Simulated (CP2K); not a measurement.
Here is a CP2K 2026.2 calculation.

The input cr_scf.inp:

```
&GLOBAL
  PROJECT cr_scf
  RUN_TYPE ENERGY_FORCE
  PRINT_LEVEL LOW
&END GLOBAL
&FORCE_EVAL
  METHOD QS
  STRESS_TENSOR ANALYTICAL
  &DFT
    BASIS_SET_FILE_NAME BASIS_MOLOPT
    POTENTIAL_FILE_NAME GTH_POTENTIALS
    UKS T
    MULTIPLICITY 5
    &MGRID
      CUTOFF 500
      REL_CUTOFF 60
      NGRIDS 5
    &END MGRID
    &QS
      METHOD GPW
      EPS_DEFAULT 1.0E-9
    &END QS
    &KPOINTS
      SCHEME MONKHORST-PACK 10 10 10
      GAMMA_CENTERED T
      SYMMETRY T
      SYMMETRY_BACKEND SPGLIB
    &END KPOINTS
    &SCF
      SCF_GUESS ATOMIC
      EPS_SCF 1.0E-6
      MAX_SCF 150
      ADDED_MOS 11 15
      CHOLESKY OFF
      EPS_EIGVAL 1.0E-7
      &DIAGONALIZATION ON
        ALGORITHM STANDARD
      &END DIAGONALIZATION
      &MIXING ON
        METHOD PULAY_MIXING
        ALPHA 0.4
        BETA 1.5
        NBUFFER 6
      &END MIXING
      &SMEAR ON
        METHOD FERMI_DIRAC
        ELECTRONIC_TEMPERATURE 580.23
        FIXED_MAGNETIC_MOMENT 3.0
      &END SMEAR
    &END SCF
    &XC
      &XC_FUNCTIONAL PBE
      &END XC_FUNCTIONAL
    &END XC
    &PRINT
      &KPOINTS ON
      &END KPOINTS
      &MULLIKEN ON
      &END MULLIKEN
      &MO ON
        ENERGIES T
        OCCUPATION_NUMBERS T
        &EACH
          QS_SCF 0
        &END EACH
        ADD_LAST NUMERIC
      &END MO
    &END PRINT
  &END DFT
  &SUBSYS
    &CELL
      ABC 2.5711422629 2.5711422629 2.5711422629
      ALPHA_BETA_GAMMA 109.4712206333 109.4712206355 109.4712206356
      PERIODIC XYZ
    &END CELL
    &COORD
      SCALED
      Cr  0.0000000000 0.0000000000 0.0000000000
    &END COORD
    &KIND Cr
      BASIS_SET DZVP-MOLOPT-SR-GTH-q14
      POTENTIAL GTH-PBE-q14
      MAGNETIZATION 3.0
    &END KIND
    &PRINT
      &ATOMIC_COORDINATES ON
      &END ATOMIC_COORDINATES
      &CELL ON
      &END CELL
    &END PRINT
  &END SUBSYS
  &PRINT
    &FORCES ON
    &END FORCES
    &STRESS_TENSOR ON
    &END STRESS_TENSOR
  &END PRINT
&END FORCE_EVAL
```

Potentials or basis: GTH_POTENTIALS Cr GTH-PBE-q14; DZVP-MOLOPT-SR-GTH basis.

Launch:

```sh
$ OMP_NUM_THREADS=1 cp2k.psmp -i cr_scf.inp -o cr_scf.out
```

**Question.** What does it give for the pressure?

**Answer.** 54.7 GPa.

Caveat: a pressure of tens of GPa on the cell as given is suspect, and the run, the potentials or the cell itself is likely at fault; the basis of atomic orbitals isn't converged, which shifts pressures, moduli and gaps; the total moment is fixed, so each spin has its own Fermi level.
